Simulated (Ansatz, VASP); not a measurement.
One calculation of LiCl, two programs

```xyz
2
Lattice="0.0000 2.5648 2.5648 2.5648 0.0000 2.5648 2.5648 2.5648 0.0000" Properties=species:S:1:pos:R:3 pbc="T T T"
Cl    2.5648    2.5648    2.5648
Li    0.0000    0.0000    0.0000
```

Alike in both runs: task single point; functional PBE; k mesh 5 × 5 × 5; occupations fermi-dirac, width 0.02 eV; no spin polarisation.

|  | VASP | Ansatz |
| --- | --- | --- |
| version | VASP 6.6.1 | Ansatz 0.2.0 |
| potentials or method | VASP PAW PBE potentials, release 64 (Cl, Li_sv), cutoff 520 eV | all-electron LAPW, scalar-relativistic |

```csv
,VASP,Ansatz,Ansatz less VASP
gap on the k mesh at the Fermi level (eV),6.34,6.33,-0.015
least direct gap on the mesh (eV),6.34,6.33,-0.015
```

Ansatz ran all-electron here, so the differences hold the error of VASP's frozen core and of both bases.

Caveats: the k mesh is coarse (spacing up to 0.42 Å⁻¹), so the values aren't converged. Expect the measured gap to be larger: semilocal functionals such as PBE lack the derivative discontinuity.
